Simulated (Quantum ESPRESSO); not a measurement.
# Ti (P6_3/mmc) in Quantum ESPRESSO: further runs, part 2 of 2

Quantum ESPRESSO 7.5. The steps go on from the part before.

## Step 3: Phonons, LDA

The input, pw.in:

```
&CONTROL
  calculation = 'scf'
  prefix = 'pwscf'
  outdir = './tmp'
  pseudo_dir = './pseudo'
  tprnfor = .true.
  tstress = .true.
  disk_io = 'low'
/
&SYSTEM
  ibrav = 0
  celldm(1) = 8
  nat = 2
  ntyp = 1
  ecutwfc = 84
  nbnd = 19
  occupations = 'smearing'
  smearing = 'mv'
  degauss = 0.01469973
/
&ELECTRONS
  conv_thr = 4d-10
  electron_maxstep = 120
  mixing_beta = 0.5
/
ATOMIC_SPECIES
Ti    47.8670 Ti.upf
CELL_PARAMETERS alat
  0.6968365084558   0.0000000000000   0.0000000000000
 -0.3484182542279   0.6034781186156   0.0000000000000
  0.0000000000000   0.0000000000000   1.1054897829061
ATOMIC_POSITIONS crystal
Ti     0.6666666667    0.3333333333    0.7500000000
Ti     0.3333333333    0.6666666667    0.2500000000
K_POINTS automatic
10 10 6 0 0 0
```

The input, relax.in:

```
&CONTROL
  calculation = 'vc-relax'
  prefix = 'pwscf'
  outdir = './tmp'
  pseudo_dir = './pseudo'
  tprnfor = .true.
  tstress = .true.
  disk_io = 'low'
  nstep = 40
  forc_conv_thr = 0.0001
  etot_conv_thr = 1d-06
/
&SYSTEM
  ibrav = 0
  celldm(1) = 8
  nat = 2
  ntyp = 1
  ecutwfc = 84
  nbnd = 19
  occupations = 'smearing'
  smearing = 'mv'
  degauss = 0.01469973
/
&ELECTRONS
  conv_thr = 4d-10
  electron_maxstep = 120
  mixing_beta = 0.5
/
&IONS
  ion_dynamics = 'bfgs'
/
&CELL
  cell_dynamics = 'bfgs'
  press = 0
  press_conv_thr = 0.2
/
ATOMIC_SPECIES
Ti    47.8670 Ti.upf
CELL_PARAMETERS alat
  0.6968365084558   0.0000000000000   0.0000000000000
 -0.3484182542279   0.6034781186156   0.0000000000000
  0.0000000000000   0.0000000000000   1.1054897829061
ATOMIC_POSITIONS crystal
Ti     0.6666666667    0.3333333333    0.7500000000
Ti     0.3333333333    0.6666666667    0.2500000000
K_POINTS automatic
10 10 6 0 0 0
```

The input, scf2.in:

```
&CONTROL
  calculation = 'scf'
  prefix = 'pwscf'
  outdir = './tmp'
  pseudo_dir = './pseudo'
  tprnfor = .true.
  tstress = .true.
  disk_io = 'low'
/
&SYSTEM
  ibrav = 0
  celldm(1) = 8
  nat = 2
  ntyp = 1
  ecutwfc = 84
  nbnd = 19
  occupations = 'smearing'
  smearing = 'mv'
  degauss = 0.01469973
/
&ELECTRONS
  conv_thr = 1d-13
  electron_maxstep = 120
  mixing_beta = 0.5
  startingpot = 'file'
  startingwfc = 'file'
/
ATOMIC_SPECIES
Ti    47.8670 Ti.upf
CELL_PARAMETERS alat
  0.6770512483255   0.0000000000000   0.0000000000000
 -0.3385256241627   0.5863435807138   0.0000000000000
  0.0000000000000   0.0000000000000   1.0697798012626
ATOMIC_POSITIONS crystal
Ti     0.6666666666    0.3333333332    0.7500000000
Ti     0.3333333332    0.6666666666    0.2500000000
K_POINTS automatic
10 10 6 0 0 0
```

The input, ph.in:

```
phonons of Ti
&INPUTPH
  prefix = 'pwscf'
  outdir = './tmp'
  tr2_ph = 1d-18
  fildyn = 'dyn'
  niter_ph = 90
  alpha_mix(1) = 0.4
/
0.0000000000 0.0000000000 0.0000000000
```

The input, dynmat.in:

```
&INPUT
  fildyn = 'dyn'
  asr = 'crystal'
  filout = 'dynmat.disp'
  fileig = 'dynmat.eig'
/
```

Potentials or basis: PseudoDojo 0.4.1 SR LDA standard.

On the command line:

```sh
> OMP_NUM_THREADS=1 mpirun -n 4 pw.x -nk 4 -in pw.in > pw.out
> OMP_NUM_THREADS=1 mpirun -n 4 pw.x -nk 4 -in relax.in > relax.out
> OMP_NUM_THREADS=1 mpirun -n 4 pw.x -nk 4 -in scf2.in > scf2.out
> OMP_NUM_THREADS=1 mpirun -n 4 ph.x -nk 4 -in ph.in > ph.out
> OMP_NUM_THREADS=1 mpirun -n 1 dynmat.x -in dynmat.in > dynmat.out
```

pw.out:

```text
This program is part of the open-source Quantum ESPRESSO suite
     for quantum simulation of materials; please cite
[... 6 lines left out ...]
     using ibrav=0 with symmetry is DISCOURAGED, use correct ibrav instead

     K-points division:     npool     =       4
     Subspace diagonalization in iterative solution of the eigenvalue problem:
     a serial algorithm will be used

     G-vector sticks info
     --------------------
     sticks:   dense  smooth     PW     G-vecs:    dense   smooth      PW
     Sum         721     721    211                24711    24711    3981

     Using Slab Decomposition

     bravais-lattice index     =            0
     lattice parameter (alat)  =       8.0000  a.u.
     unit-cell volume          =     238.0220 (a.u.)^3
     number of atoms/cell      =            2
     number of atomic types    =            1
     number of electrons       =        24.00
     number of Kohn-Sham states=           19
     kinetic-energy cutoff     =      84.0000  Ry
     charge density cutoff     =     336.0000  Ry
     scf convergence threshold =      4.0E-10
     mixing beta               =       0.5000
     number of iterations used =            8  plain     mixing
     Exchange-correlation= SLA  PW   NOGX NOGC
                           (   1   4   0   0   0   0   0)

     celldm(1)=   8.000000  celldm(2)=   0.000000  celldm(3)=   0.000000
     celldm(4)=   0.000000  celldm(5)=   0.000000  celldm(6)=   0.000000

     crystal axes: (cart. coord. in units of alat)
               a(1) = (   0.696837   0.000000   0.000000 )
               a(2) = (  -0.348418   0.603478   0.000000 )
               a(3) = (   0.000000   0.000000   1.105490 )

     reciprocal axes: (cart. coord. in units 2 pi/alat)
               b(1) = (  1.435057  0.828530 -0.000000 )
               b(2) = (  0.000000  1.657061  0.000000 )
               b(3) = (  0.000000 -0.000000  0.904576 )

     PseudoPot. # 1 for Ti read from file:
     Ti.upf
     Pseudo is Norm-conserving + core correction, Zval = 12.0
     Generated using ONCVPSP code by D. R. Hamann
     Using radial grid of 1568 points,  6 beta functions with:
                l(1) =   0
                l(2) =   0
                l(3) =   1
                l(4) =   1
                l(5) =   2
                l(6) =   2

     atomic species   valence    mass     pseudopotential
     Ti               12.00    47.86700     Ti( 1.00)

     24 Sym. Ops., with inversion, found (12 have fractional translation)

   Cartesian axes

     site n.     atom                  positions (alat units)
         1        Ti     tau(   1) = (   0.3484183   0.2011594   0.8291173  )
         2        Ti     tau(   2) = (  -0.0000000   0.4023187   0.2763724  )

     number of k points=    56  Marzari-Vanderbilt smearing, width (Ry)=  0.0147
                       cart. coord. in units 2pi/alat
        k(    1) = (   0.0000000   0.0000000   0.0000000), wk =   0.0033333
        k(    2) = (   0.0000000   0.0000000   0.1507627), wk =   0.0066667
        k(    3) = (   0.0000000   0.0000000   0.3015255), wk =   0.0066667
        k(    4) = (   0.0000000   0.0000000  -0.4522882), wk =   0.0033333
        k(    5) = (   0.0000000   0.1657061   0.0000000), wk =   0.0200000
        k(    6) = (   0.0000000   0.1657061   0.1507627), wk =   0.0400000
[... 48 lines left out ...]
        k(   55) = (   0.4305171   0.7456774   0.3015255), wk =   0.0400000
        k(   56) = (   0.4305171   0.7456774  -0.4522882), wk =   0.0200000

     Dense  grid:    24711 G-vectors     FFT dimensions: (  36,  36,  54)

     Initial potential from superposition of free atoms

     starting charge      23.9973, renormalised to      24.0000
     Starting wfcs are   20 randomized atomic wfcs

     Self-consistent Calculation

     iteration #  1     ecut=    84.00 Ry     beta= 0.50
     Davidson diagonalization with overlap
     ethr =  1.00E-02,  avg # of iterations =  3.1

     Threshold (ethr) on eigenvalues was too large:
     Diagonalizing with lowered threshold

     Davidson diagonalization with overlap
     ethr =  1.87E-04,  avg # of iterations =  3.9

     total energy              =    -237.35659182 Ry
     estimated scf accuracy    <       0.07707462 Ry

     iteration #  2     ecut=    84.00 Ry     beta= 0.50
     Davidson diagonalization with overlap
     ethr =  3.21E-04,  avg # of iterations =  2.1

     total energy              =    -237.37449303 Ry
     estimated scf accuracy    <       0.00267521 Ry

     iteration #  3     ecut=    84.00 Ry     beta= 0.50
     Davidson diagonalization with overlap
     ethr =  1.11E-05,  avg # of iterations =  3.4

     total energy              =    -237.37476628 Ry
     estimated scf accuracy    <       0.00048603 Ry
[... 40 lines left out ...]
     total energy              =    -237.37487294 Ry
     estimated scf accuracy    <          1.0E-09 Ry

     iteration # 10     ecut=    84.00 Ry     beta= 0.50
     Davidson diagonalization with overlap
     ethr =  4.21E-12,  avg # of iterations =  4.3

     total energy              =    -237.37487294 Ry
     estimated scf accuracy    <          6.4E-10 Ry

     iteration # 11     ecut=    84.00 Ry     beta= 0.50
     Davidson diagonalization with overlap
     ethr =  2.67E-12,  avg # of iterations =  2.0

     End of self-consistent calculation

          k = 0.0000 0.0000 0.0000 (  3067 PWs)   bands (ev):

   -43.4142 -43.2789 -20.3192 -19.6855 -19.6855 -19.6232 -19.5866 -19.5866
     6.7665  10.2149  13.6042  13.6042  13.6656  13.7120  14.0906  14.0906
    14.4287  14.4287  15.9413

          k = 0.0000 0.0000 0.1508 (  3074 PWs)   bands (ev):

   -43.4053 -43.2880 -20.2742 -19.6789 -19.6789 -19.6716 -19.5933 -19.5933
     6.9965  10.0882  13.3015  13.5098  13.5098  13.5885  13.9712  13.9712
    14.6692  14.6692  15.9484

          k = 0.0000 0.0000 0.3015 (  3110 PWs)   bands (ev):

   -43.3807 -43.3130 -20.1503 -19.8026 -19.6609 -19.6609 -19.6114 -19.6114
     7.6492   9.5446  12.8746  13.2748  13.4337  13.4337  13.7211  13.7211
    15.1406  15.1406  15.8690
[... 91 lines left out ...]
          k = 0.0000 0.6628 0.3015 (  3092 PWs)   bands (ev):

   -43.2968 -43.2672 -20.2001 -20.1194 -19.8620 -19.7733 -19.7409 -19.6918
    10.0692  10.6787  11.7519  12.2277  13.5732  13.9215  14.0531  15.2192
    15.9690  16.0045  16.1911

          k = 0.0000 0.6628-0.4523 (  3094 PWs)   bands (ev):

   -43.2820 -43.2820 -20.1813 -20.1813 -19.7794 -19.7794 -19.7327 -19.7327
    10.3203  10.3203  12.1092  12.1092  13.8295  13.8295  14.5213  14.5213
    16.0790  16.0790  16.4173

          k = 0.0000-0.8285 0.0000 (  3086 PWs)   bands (ev):

   -43.2972 -43.2531 -20.1529 -20.0325 -20.0182 -19.8263 -19.7946 -19.6580
    10.5553  10.7408  11.0423  12.2876  13.3054  13.4548  14.0006  16.1448
    16.3496  16.3724  17.1706

          k = 0.0000-0.8285 0.1508 (  3098 PWs)   bands (ev):

   -43.2942 -43.2561 -20.1944 -20.0772 -19.9529 -19.8152 -19.7721 -19.6694
    10.3239  10.7635  11.4914  11.9751  13.4533  13.8836  13.9096  15.9885
    16.2207  16.3602  16.8817

          k = 0.0000-0.8285 0.3015 (  3092 PWs)   bands (ev):

   -43.2861 -43.2641 -20.2296 -20.1574 -19.8533 -19.7847 -19.7534 -19.7005
    10.2119  10.6432  11.8187  12.0527  13.7744  13.8813  14.4731  15.3130
    16.2347  16.3266  16.3564

          k = 0.0000-0.8285-0.4523 (  3088 PWs)   bands (ev):

   -43.2751 -43.2751 -20.2164 -20.2164 -19.7797 -19.7797 -19.7428 -19.7428
    10.3565  10.3565  12.0538  12.0538  14.2030  14.2030  14.5371  14.5371
    16.2802  16.2802  16.5953

          k = 0.1435 0.2486 0.0000 (  3078 PWs)   bands (ev):

   -43.3866 -43.2684 -20.2570 -19.7981 -19.7561 -19.6862 -19.6507 -19.6114
     7.5703  10.8068  12.5650  12.7754  13.7393  13.8927  14.1975  14.2492
    14.2511  14.6522  16.0985

          k = 0.1435 0.2486 0.1508 (  3081 PWs)   bands (ev):

   -43.3787 -43.2764 -20.2240 -19.7858 -19.7736 -19.7146 -19.6444 -19.6195
     7.7789  10.7164  12.3181  12.8214  13.6030  13.8047  13.9171  14.3339
    14.6175  14.7550  16.0645

          k = 0.1435 0.2486 0.3015 (  3081 PWs)   bands (ev):
[... 167 lines left out ...]
          k = 0.4305 0.7457 0.3015 (  3092 PWs)   bands (ev):

   -43.2717 -43.2632 -20.1248 -20.1094 -19.9845 -19.8846 -19.7580 -19.7293
    11.3030  11.3734  11.7901  12.0265  12.7091  12.8746  14.2335  15.0030
    15.8305  16.1442  18.5989

          k = 0.4305 0.7457-0.4523 (  3096 PWs)   bands (ev):

   -43.2674 -43.2674 -20.1413 -20.1413 -19.9365 -19.9365 -19.7167 -19.7167
    11.3609  11.3609  12.0654  12.0654  12.6541  12.6541  14.4624  14.4624
    16.0144  16.0144  18.9734

     the Fermi energy is    12.8569 ev

!    total energy              =    -237.37487294 Ry
     estimated scf accuracy    <          1.4E-10 Ry
     smearing contrib. (-TS)   =      -0.00070830 Ry
     internal energy E=F+TS    =    -237.37416464 Ry

     The total energy is F=E-TS. E is the sum of the following terms:
     one-electron contribution =     -82.65020746 Ry
     hartree contribution      =      48.81783723 Ry
     xc contribution           =     -34.45971642 Ry
     ewald contribution        =    -169.08207799 Ry

     convergence has been achieved in  11 iterations

     Forces acting on atoms (cartesian axes, Ry/au):

     atom    1 type  1   force =    -0.00000000   -0.00000000    0.00000000
     atom    2 type  1   force =     0.00000000    0.00000000    0.00000000

     Total force =     0.000000     Total SCF correction =     0.000000

     Computing stress (Cartesian axis) and pressure

          total   stress  (Ry/bohr**3)                   (kbar)     P=      -97.21
  -0.00064597  -0.00000000   0.00000000          -95.02       -0.00        0.00
  -0.00000000  -0.00064597   0.00000000           -0.00      -95.02        0.00
   0.00000000   0.00000000  -0.00069059            0.00        0.00     -101.59

=------------------------------------------------------------------------------=
   JOB DONE.
=------------------------------------------------------------------------------=
```

Wall time 4.6 min (4 MPI ranks of Arm Neoverse V1, shared host); peak memory 0.28 GiB.

What came out:

```yaml
Free_energy: -3229.7488 eV
Relaxed_volume: 16.11 Å³/atom
Relaxed_cell: a = 2.866 Å, b = 2.866 Å, c = 4.529 Å, α = 90.00°, β = 90.00°, γ = 120.00°
Space_group_after_relaxing_to_0.05_Å: P6_3/mmc (No. 194)
Pressure_after_relaxing: 0.0 GPa
Band_gap_on_the_k_mesh: none (metal or under the smearing width)
Highest_phonon_frequency_at_Γ: 211 cm⁻¹
```

Step by step:
```
step  energy change (eV)  largest force (eV/Å)  pressure (GPa)  volume (Å³)
   1              0.0000                0.0000           -9.72        35.27
   2             -0.0788                0.0000           -4.75        33.55
   3             -0.0989                0.0000            0.64        32.06
   4             -0.0992                0.0000           -0.03        32.23
   5             -0.0992                0.0000            0.00        32.22
   6             -0.0992                0.0000            0.01        32.22
   7             -0.0992                0.0000            0.01        32.22
```

Final structure:
```
Ti
1.0
     2.86624    0.00000    0.00000
    -1.43312    2.48224    0.00000
     0.00000    0.00000    4.52882
Ti
2
Direct
  0.66667 0.33333 0.75000
  0.33333 0.66667 0.25000
```

Phonon frequencies in cm⁻¹ (negative: imaginary):
```csv
q point,frequencies
"(0.000, 0.000, 0.000)",-1 -1 1 114 114 211
```

Optical modes at Γ, degenerate ones joined:
```
cm⁻¹  components  symmetry  active in
 114           2       E2g      Raman
 211           1       B1g     silent
```

Caveat: the mesh is thin for the phonons of a metal.
